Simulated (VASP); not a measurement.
Write the native input for VASP 6.6.1 that does the following.

```yaml
Task: single point
Functional: PBE
Potentials_or_basis: VASP PAW PBE potentials, release 64 (In, As)
Cutoff: 500 eV
k_mesh: 8 × 8 × 8
Occupations: gaussian, width 0.1 eV
Spin: no spin polarisation
Further_INCAR_settings: ALGO = Normal; EDIFF = 1e-06; NBANDS = 11
```

The structure of InAs lies in POSCAR:

```
InAs
4.2681
    0.000000000000      0.707106206509      0.707106206509
    0.707106206509      0.000000000000      0.707106206509
    0.707106206509      0.707106206509      0.000000000000
In As
1 1
Direct
    0.0000000000      0.0000000000      0.0000000000
    0.7500000000      0.7500000000      0.7500000000
```

One way to write it, as run:

INCAR

```
ALGO = Normal ; EDIFF = 1E-6
ENCUT = 500 ; GGA = PE
ISIF = 2 ; ISMEAR = 0
LASPH = True ; LCHARG = False
LREAL = False ; LWAVE = False
NBANDS = 11 ; NELM = 100
PREC = Accurate ; SIGMA = 0.1
```

KPOINTS

```
k-points
0
Gamma
  8 8 8
```

Potentials or basis: VASP PAW PBE potentials, release 64 (In, As).

Launch:

```sh
$ cat potpaw_PBE.64/In/POTCAR potpaw_PBE.64/As/POTCAR > POTCAR
$ mpirun -np 1 vasp_std > vasp.out
```

Results of the run:

```yaml
Pressure: 5.2 GPa
Band_gap_on_the_k_mesh: none (metal or under the smearing width)
```

Caveat: this crystal is a semiconductor, whose small gap the functional closes, so the metal is an error of the method.

Run time: 14 s on 1 thread of Intel(R) Xeon(R) Platinum 8488C (Sapphire Rapids) (shared host), peak memory 0.18 GiB.
